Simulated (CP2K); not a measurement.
Crystal: Rh.

```
Rh
1.0
     2.68397    0.00000    0.00000
     1.34198    2.32438    0.00000
     1.34198    0.77479    2.19145
Rh
1
Cartesian
  0.0000 0.0000 0.0000
```

Base run:

| Property | Result |
| --- | --- |
| Program | CP2K 2026.2 |
| Functional | WC |
| Potentials or basis | POTENTIAL_UZH Rh GTH-PBE-q17; TZVP-MOLOPT-PBE-GTH basis |
| Density cutoff | 9184 eV |
| k mesh | 12 × 12 × 12 |
| Occupations | fermi-dirac, width 0.05 eV |
| Spin | no spin polarisation |

Its results: band gap on the k mesh none (metal or under the smearing width); pressure 1.1 GPa.

Q: The run is repeated on the same cell with these changes: functional from WC to LDA. What comes out?

A: Band gap on the k mesh none (metal or under the smearing width); pressure -7.0 GPa.

LDA binds more tightly than WC, so the same cell stands under less pressure.

Caveats: the potentials were made for another functional, which shifts forces and pressure; the basis of atomic orbitals isn't converged, which shifts pressures, moduli and gaps.
